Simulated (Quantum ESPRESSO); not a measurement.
# H on fcc sites of Rh(111): a series in the coverage, part 5 of 9

Wanted: a table for H on fcc sites of Rh(111) against the coverage, and what can be fitted to it.

Quantum ESPRESSO 7.5; plane-wave DFT, PBE, GBRV ultrasoft pseudopotentials.

So far. Step 6 (Ground state, 0 ML): The vacuum levels are read from the outermost 0.7 Å of the cell on either side. Step 6 (Ground state, 0 ML): Inside the slab this potential holds the local part of the pseudopotentials, which can be repulsive at the nuclei; only its value in the vacuum has a meaning of its own.

### 7. Relaxation with pw.x, 0.1111 ML

System of this step: Rh(111), 3 layers, 9 sites a cell, 1 H on fcc sites. The cell holds 28 atoms: 27 Rh and 1 H. Cell: a = 8.129 Å, b = 8.129 Å, c = 19.324 Å, α = 90.0°, β = 90.0°, γ = 60.0°. It derives from Rh. Vacuum lies along c.

m1.relax.in

```
&control
  prefix = 'm1.relax'
  outdir = './out'
  pseudo_dir = './pseudo'
  nstep = 70
  forc_conv_thr = 0.0015
  calculation = 'relax'
/
&system
  ibrav = 0
  nat = 28
  ntyp = 2
  ecutwfc = 40
  ecutrho = 200
  occupations = 'smearing'
  smearing = 'mv'
  degauss = 0.02
/
&electrons
  conv_thr = 1e-07
  mixing_beta = 0.3
  electron_maxstep = 120
  mixing_mode = 'local-TF'
/
&ions
/
ATOMIC_SPECIES
  Rh  102.9055  rh_pbe_v1.4.uspp.F.UPF
  H   1.0080  h_pbe_v1.4.uspp.F.UPF
CELL_PARAMETERS angstrom
  8.12899563536155 0.00000000000000 0.00000000000000
  4.06449781768077 7.03991672747592 0.00000000000000
  0.00000000000000 0.00000000000000 19.32405518480968
ATOMIC_POSITIONS crystal
  Rh  0.000000000000 0.000000000000 0.365297590673 0 0 0
  Rh  0.000000000000 0.333333333300 0.365297590673 0 0 0
  Rh  0.000000000000 0.666666666700 0.365297590673 0 0 0
  Rh  0.333333333300 0.000000000000 0.365297590673 0 0 0
  Rh  0.333333333300 0.333333333300 0.365297590673 0 0 0
  Rh  0.333333333300 0.666666666700 0.365297590673 0 0 0
  Rh  0.666666666700 0.000000000000 0.365297590673 0 0 0
  Rh  0.666666666700 0.333333333300 0.365297590673 0 0 0
  Rh  0.666666666700 0.666666666700 0.365297590673 0 0 0
  Rh  0.111111111100 0.111111111100 0.479788693070 0 0 0
  Rh  0.111111111100 0.444444444500 0.479788693070 0 0 0
  Rh  0.111111111100 0.777777777800 0.479788693070 0 0 0
  Rh  0.444444444500 0.111111111100 0.479788693070 0 0 0
  Rh  0.444444444500 0.444444444500 0.479788693070 0 0 0
  Rh  0.444444444500 0.777777777800 0.479788693070 0 0 0
  Rh  0.777777777800 0.111111111100 0.479788693070 0 0 0
  Rh  0.777777777800 0.444444444500 0.479788693070 0 0 0
  Rh  0.777777777800 0.777777777800 0.479788693070 0 0 0
  Rh  0.888888888900 0.888888888900 0.594279795467
  Rh  0.888888888900 0.222222222200 0.594279795467
  Rh  0.888888888900 0.555555555600 0.594279795467
  Rh  0.222222222200 0.888888888900 0.594279795467
  Rh  0.222222222200 0.222222222200 0.594279795467
  Rh  0.222222222200 0.555555555600 0.594279795467
  Rh  0.555555555600 0.888888888900 0.594279795467
  Rh  0.555555555600 0.222222222200 0.594279795467
  Rh  0.555555555600 0.555555555600 0.594279795467
  H   0.000000000000 0.000000000000 0.634702409327
K_POINTS automatic
  4 4 1 0 0 0
```

Launch:

```
$ OMP_NUM_THREADS=1 mpirun -n 16 pw.x -nk 1 -in m1.relax.in > m1.relax.out
```

The log of the run:

```text
[banner, memory and clock lines left out]
Program PWSCF v.7.5 starts
[...]
Message from routine setup:
[...]
number of electrons       =       406.00
     number of Kohn-Sham states=          244
     kinetic-energy cutoff     =      40.0000  Ry
     charge density cutoff     =     200.0000  Ry
[...]
number of k points=     4  Marzari-Vanderbilt smearing, width (Ry)=  0.0200
[...]
Dense  grid:   356553 G-vectors     FFT dimensions: (  72,  72, 180)
[...]
negative rho (up, down):  1.609E+00 0.000E+00
     Starting wfcs are  325 randomized atomic wfcs
[...]
negative rho (up, down):  1.658E+00 0.000E+00
[...]
estimated scf accuracy    <      18.57302718 Ry
[...]
negative rho (up, down):  1.768E+00 0.000E+00
[...]
estimated scf accuracy    <       8.06640601 Ry
[...]
negative rho (up, down):  1.775E+00 0.000E+00
[...]
estimated scf accuracy    <       0.34906325 Ry
[...]
negative rho (up, down):  1.770E+00 0.000E+00
[...]
estimated scf accuracy    <       0.09041095 Ry
[...]
negative rho (up, down):  1.774E+00 0.000E+00
[...]
estimated scf accuracy    <       0.03149006 Ry
[...]
negative rho (up, down):  1.771E+00 0.000E+00
[...]
estimated scf accuracy    <       0.00748883 Ry
[...]
negative rho (up, down):  1.756E+00 0.000E+00
[...]
estimated scf accuracy    <       0.00646576 Ry
[...]
negative rho (up, down):  1.686E+00 0.000E+00
[...]
estimated scf accuracy    <       0.00584102 Ry
[...]
negative rho (up, down):  1.671E+00 0.000E+00
[...]
estimated scf accuracy    <       0.00600754 Ry
[...]
negative rho (up, down):  1.639E+00 0.000E+00
[...]
estimated scf accuracy    <       0.00429786 Ry
[...]
negative rho (up, down):  1.633E+00 0.000E+00
[...]
estimated scf accuracy    <       0.00009181 Ry
[...]
negative rho (up, down):  1.631E+00 0.000E+00
[...]
estimated scf accuracy    <       0.00007372 Ry
[...]
negative rho (up, down):  1.630E+00 0.000E+00
[...]
estimated scf accuracy    <       0.00001087 Ry
[...]
negative rho (up, down):  1.629E+00 0.000E+00
[...]
estimated scf accuracy    <       0.00000388 Ry
[...]
negative rho (up, down):  1.630E+00 0.000E+00
[...]
estimated scf accuracy    <       0.00000142 Ry
[...]
negative rho (up, down):  1.630E+00 0.000E+00
[...]
estimated scf accuracy    <       0.00000080 Ry
[...]
negative rho (up, down):  1.630E+00 0.000E+00
[...]
estimated scf accuracy    <       0.00000036 Ry
[...]
negative rho (up, down):  1.630E+00 0.000E+00
[...]
estimated scf accuracy    <       0.00000015 Ry
[...]
negative rho (up, down):  1.630E+00 0.000E+00
[...]
the Fermi energy is     3.8141 ev
!    total energy              =   -4622.53423237 Ry
     estimated scf accuracy    <       0.00000009 Ry
     smearing contrib. (-TS)   =      -0.01575005 Ry
     internal energy E=F+TS    =   -4622.51848232 Ry
[...]
one-electron contribution =  -28246.55890430 Ry
     hartree contribution      =   14234.59839380 Ry
     xc contribution           =    -807.49293484 Ry
     ewald contribution        =   10196.93496303 Ry
     convergence has been achieved in  19 iterations
     negative rho (up, down):  1.630E+00 0.000E+00
[...]
Total force =     0.094402     Total SCF correction =     0.001380
[...]
negative rho (up, down):  1.619E+00 0.000E+00
[...]
negative rho (up, down):  1.619E+00 0.000E+00
[...]
estimated scf accuracy    <       0.13435690 Ry
[...]
negative rho (up, down):  1.619E+00 0.000E+00
[...]
estimated scf accuracy    <       0.03863501 Ry
[...]
negative rho (up, down):  1.619E+00 0.000E+00
[...]
estimated scf accuracy    <       0.00388501 Ry
[...]
negative rho (up, down):  1.619E+00 0.000E+00
[...]
estimated scf accuracy    <       0.00211270 Ry
[...]
negative rho (up, down):  1.619E+00 0.000E+00
[...]
estimated scf accuracy    <       0.00011259 Ry
[...]
negative rho (up, down):  1.619E+00 0.000E+00
[...]
estimated scf accuracy    <       0.00002394 Ry
[...]
negative rho (up, down):  1.619E+00 0.000E+00
[...]
estimated scf accuracy    <       0.00001159 Ry
[...]
negative rho (up, down):  1.619E+00 0.000E+00
[...]
estimated scf accuracy    <       0.00000685 Ry
[...]
negative rho (up, down):  1.620E+00 0.000E+00
[...]
estimated scf accuracy    <       0.00000351 Ry
[...]
negative rho (up, down):  1.620E+00 0.000E+00
[...]
estimated scf accuracy    <       0.00000082 Ry
[...]
negative rho (up, down):  1.620E+00 0.000E+00
[...]
estimated scf accuracy    <       0.00000050 Ry
[...]
negative rho (up, down):  1.620E+00 0.000E+00
[...]
estimated scf accuracy    <       0.00000030 Ry
[...]
negative rho (up, down):  1.620E+00 0.000E+00
[...]
estimated scf accuracy    <       0.00000016 Ry
[...]
negative rho (up, down):  1.620E+00 0.000E+00
[...]
estimated scf accuracy    <       0.00000011 Ry
[...]
negative rho (up, down):  1.620E+00 0.000E+00
[...]
the Fermi energy is     3.8171 ev
!    total energy              =   -4622.54167281 Ry
     estimated scf accuracy    <       0.00000004 Ry
     smearing contrib. (-TS)   =      -0.01527689 Ry
     internal energy E=F+TS    =   -4622.52639592 Ry
[...]
one-electron contribution =  -28302.52305836 Ry
     hartree contribution      =   14262.53870588 Ry
     xc contribution           =    -807.51429018 Ry
     ewald contribution        =   10224.97224674 Ry
     convergence has been achieved in  15 iterations
     negative rho (up, down):  1.620E+00 0.000E+00
[...]
Total force =     0.064719     Total SCF correction =     0.001003
[...]
negative rho (up, down):  1.602E+00 0.000E+00
[...]
negative rho (up, down):  1.602E+00 0.000E+00
[...]
estimated scf accuracy    <       0.23734729 Ry
[...]
negative rho (up, down):  1.602E+00 0.000E+00
[...]
estimated scf accuracy    <       0.06631191 Ry
[...]
negative rho (up, down):  1.602E+00 0.000E+00
[...]
estimated scf accuracy    <       0.00659484 Ry
[...]
negative rho (up, down):  1.602E+00 0.000E+00
[...]
estimated scf accuracy    <       0.00370791 Ry
[...]
negative rho (up, down):  1.602E+00 0.000E+00
[...]
estimated scf accuracy    <       0.00015009 Ry
[...]
negative rho (up, down):  1.602E+00 0.000E+00
[...]
estimated scf accuracy    <       0.00004251 Ry
[...]
negative rho (up, down):  1.602E+00 0.000E+00
[...]
estimated scf accuracy    <       0.00002112 Ry
[...]
negative rho (up, down):  1.602E+00 0.000E+00
[...]
estimated scf accuracy    <       0.00001249 Ry
[...]
negative rho (up, down):  1.602E+00 0.000E+00
[...]
estimated scf accuracy    <       0.00000648 Ry
[...]
negative rho (up, down):  1.602E+00 0.000E+00
[...]
estimated scf accuracy    <       0.00000148 Ry
[...]
negative rho (up, down):  1.602E+00 0.000E+00
[...]
estimated scf accuracy    <       0.00000091 Ry
[...]
negative rho (up, down):  1.603E+00 0.000E+00
[...]
estimated scf accuracy    <       0.00000053 Ry
[...]
negative rho (up, down):  1.603E+00 0.000E+00
[...]
estimated scf accuracy    <       0.00000031 Ry
[...]
negative rho (up, down):  1.603E+00 0.000E+00
[...]
estimated scf accuracy    <       0.00000020 Ry
[...]
negative rho (up, down):  1.603E+00 0.000E+00
[...]
estimated scf accuracy    <       0.00000009 Ry
[...]
negative rho (up, down):  1.603E+00 0.000E+00
[...]
estimated scf accuracy    <       0.00000002 Ry
[...]
negative rho (up, down):  1.603E+00 0.000E+00
[...]
the Fermi energy is     3.8209 ev
!    total energy              =   -4622.54723551 Ry
     estimated scf accuracy    <          2.0E-09 Ry
     smearing contrib. (-TS)   =      -0.01462384 Ry
     internal energy E=F+TS    =   -4622.53261167 Ry
[...]
one-electron contribution =  -28380.86809983 Ry
     hartree contribution      =   14301.65475607 Ry
     xc contribution           =    -807.55461895 Ry
     ewald contribution        =   10264.23535104 Ry
     convergence has been achieved in  17 iterations
     negative rho (up, down):  1.603E+00 0.000E+00
[...]
Total force =     0.037590     Total SCF correction =     0.000113
[...]
negative rho (up, down):  1.598E+00 0.000E+00
[...]
negative rho (up, down):  1.598E+00 0.000E+00
[...]
estimated scf accuracy    <       0.45422856 Ry
[...]
negative rho (up, down):  1.598E+00 0.000E+00
[...]
estimated scf accuracy    <       0.13220691 Ry
[...]
negative rho (up, down):  1.598E+00 0.000E+00
[...]
estimated scf accuracy    <       0.01330068 Ry
[...]
negative rho (up, down):  1.598E+00 0.000E+00
[...]
estimated scf accuracy    <       0.00684725 Ry
[...]
negative rho (up, down):  1.598E+00 0.000E+00
[...]
estimated scf accuracy    <       0.00021749 Ry
[...]
negative rho (up, down):  1.598E+00 0.000E+00
[...]
estimated scf accuracy    <       0.00008263 Ry
[...]
negative rho (up, down):  1.598E+00 0.000E+00
[...]
estimated scf accuracy    <       0.00004745 Ry
[...]
negative rho (up, down):  1.598E+00 0.000E+00
[...]
estimated scf accuracy    <       0.00002340 Ry
[...]
negative rho (up, down):  1.598E+00 0.000E+00
[...]
estimated scf accuracy    <       0.00001381 Ry
[...]
negative rho (up, down):  1.598E+00 0.000E+00
[...]
estimated scf accuracy    <       0.00000310 Ry
[...]
negative rho (up, down):  1.598E+00 0.000E+00
[...]
estimated scf accuracy    <       0.00000183 Ry
[...]
negative rho (up, down):  1.599E+00 0.000E+00
[...]
estimated scf accuracy    <       0.00000083 Ry
[...]
negative rho (up, down):  1.599E+00 0.000E+00
[...]
estimated scf accuracy    <       0.00000060 Ry
[...]
negative rho (up, down):  1.599E+00 0.000E+00
[...]
estimated scf accuracy    <       0.00000034 Ry
[...]
negative rho (up, down):  1.599E+00 0.000E+00
[...]
estimated scf accuracy    <       0.00000002 Ry
[...]
negative rho (up, down):  1.599E+00 0.000E+00
[...]
the Fermi energy is     3.8260 ev
!    total energy              =   -4622.55028785 Ry
     estimated scf accuracy    <       0.00000001 Ry
     smearing contrib. (-TS)   =      -0.01380374 Ry
     internal energy E=F+TS    =   -4622.53648411 Ry
[...]
one-electron contribution =  -28494.50294092 Ry
     hartree contribution      =   14358.38148953 Ry
     xc contribution           =    -807.62357188 Ry
     ewald contribution        =   10321.20853916 Ry
     convergence has been achieved in  16 iterations
     negative rho (up, down):  1.599E+00 0.000E+00
[...]
Total force =     0.022793     Total SCF correction =     0.000097
[...]
negative rho (up, down):  1.599E+00 0.000E+00
[...]
negative rho (up, down):  1.599E+00 0.000E+00
[...]
estimated scf accuracy    <       0.03697410 Ry
[...]
negative rho (up, down):  1.599E+00 0.000E+00
[...]
estimated scf accuracy    <       0.00926509 Ry
[...]
negative rho (up, down):  1.599E+00 0.000E+00
[...]
estimated scf accuracy    <       0.00105508 Ry
[...]
negative rho (up, down):  1.599E+00 0.000E+00
[...]
estimated scf accuracy    <       0.00051066 Ry
[...]
negative rho (up, down):  1.599E+00 0.000E+00
[...]
estimated scf accuracy    <       0.00001093 Ry
[...]
negative rho (up, down):  1.599E+00 0.000E+00
[...]
estimated scf accuracy    <       0.00000616 Ry
[...]
negative rho (up, down):  1.599E+00 0.000E+00
[...]
estimated scf accuracy    <       0.00000279 Ry
[...]
negative rho (up, down):  1.599E+00 0.000E+00
[...]
estimated scf accuracy    <       0.00000164 Ry
[...]
negative rho (up, down):  1.599E+00 0.000E+00
[...]
estimated scf accuracy    <       0.00000049 Ry
[...]
negative rho (up, down):  1.599E+00 0.000E+00
[...]
estimated scf accuracy    <       0.00000023 Ry
[...]
negative rho (up, down):  1.599E+00 0.000E+00
[...]
estimated scf accuracy    <       0.00000013 Ry
[...]
negative rho (up, down):  1.599E+00 0.000E+00
[...]
estimated scf accuracy    <       0.00000007 Ry
[...]
negative rho (up, down):  1.599E+00 0.000E+00
[...]
estimated scf accuracy    <       0.00000004 Ry
[...]
negative rho (up, down):  1.599E+00 0.000E+00
[...]
estimated scf accuracy    <       0.00000004 Ry
[...]
negative rho (up, down):  1.599E+00 0.000E+00
[...]
estimated scf accuracy    <       0.00000003 Ry
[...]
negative rho (up, down):  1.599E+00 0.000E+00
[...]
negative rho (up, down):  1.605E+00 0.000E+00
[...]
estimated scf accuracy    <       0.00010330 Ry
[...]
negative rho (up, down):  1.605E+00 0.000E+00
[...]
estimated scf accuracy    <       0.00001466 Ry
[...]
negative rho (up, down):  1.605E+00 0.000E+00
[...]
estimated scf accuracy    <       0.00000701 Ry
[...]
negative rho (up, down):  1.605E+00 0.000E+00
[...]
estimated scf accuracy    <       0.00000025 Ry
[...]
negative rho (up, down):  1.605E+00 0.000E+00
[...]
estimated scf accuracy    <       0.00000008 Ry
[...]
negative rho (up, down):  1.605E+00 0.000E+00
[...]
estimated scf accuracy    <       0.00000003 Ry
[...]
negative rho (up, down):  1.605E+00 0.000E+00
[...]
estimated scf accuracy    <       0.00000002 Ry
[...]
negative rho (up, down):  1.605E+00 0.000E+00
[...]
estimated scf accuracy    <          8.5E-09 Ry
[...]
negative rho (up, down):  1.605E+00 0.000E+00
[...]
estimated scf accuracy    <          2.9E-09 Ry
[...]
negative rho (up, down):  1.605E+00 0.000E+00
[...]
estimated scf accuracy    <          1.5E-09 Ry
[...]
negative rho (up, down):  1.605E+00 0.000E+00
[...]
the Fermi energy is     3.8303 ev
!    total energy              =   -4622.55179123 Ry
     estimated scf accuracy    <          6.8E-10 Ry
     smearing contrib. (-TS)   =      -0.01346226 Ry
     internal energy E=F+TS    =   -4622.53832896 Ry
[...]
one-electron contribution =  -28575.79621039 Ry
     hartree contribution      =   14398.97848165 Ry
     xc contribution           =    -807.68300643 Ry
     ewald contribution        =   10361.96240620 Ry
     convergence has been achieved in  12 iterations
     negative rho (up, down):  1.605E+00 0.000E+00
[...]
Total force =     0.004810     Total SCF correction =     0.000046
[...]
negative rho (up, down):  1.606E+00 0.000E+00
[...]
negative rho (up, down):  1.606E+00 0.000E+00
[...]
estimated scf accuracy    <       0.00043875 Ry
[...]
negative rho (up, down):  1.606E+00 0.000E+00
[...]
estimated scf accuracy    <       0.0001
```

Wall time 32 min (16 MPI ranks of Arm Neoverse V2, shared host); peak memory 4.3 GiB.

Relaxation path:

```csv
step,energy less that of the first step (eV),largest force (eV/Å)
1,0.0000,1.0823
2,-0.1012,0.6877
3,-0.1769,0.4076
4,-0.2184,0.2563
5,-0.2258,0.2579
6,-0.2337,0.1803
7,-0.2380,0.1018
8,-0.2385,0.1076
9,-0.2389,0.1049
10,-0.2394,0.0959
11,-0.2399,0.0788
12,-0.2405,0.0495
13,-0.2408,0.0164
```

The atoms that moved most (Å):

```csv
atom,dx,dy,dz,length
H28,0.000,0.000,0.143,0.143
Rh21,0.001,-0.001,-0.065,0.065
Rh27,-0.001,-0.001,-0.065,0.065
Rh25,0.000,0.002,-0.065,0.065
Rh24,0.000,-0.012,-0.063,0.064
Rh26,-0.010,0.006,-0.063,0.064
Rh23,0.010,0.006,-0.063,0.064
Rh22,0.022,-0.013,-0.045,0.052
```

The relaxation lowers the energy by 9 meV an atom. On the free atoms the largest force ends at 0.016 eV/Å.

This step gave:

| Property | Result |
| --- | --- |
| free energy | -62893.0230 eV |
| Fermi energy | 3.829 eV |

[end of part 5 of 9]

[Logs are printed without paths, hosts, clocks, repeated set-up lines and the standing remarks that a program may print on its own settings, such as how far it seeks lower states.]

[Hosts, paths, dates, database ids (printed as entryN), source tags and the programs' standing remarks are cut or masked in the printed files.]

[Maps of the electrostatic potential energy from Ansatz leave out the sawtooth potential of an applied field or a dipole correction, so their vacuum need not be flat; planar profiles and work functions include it.]
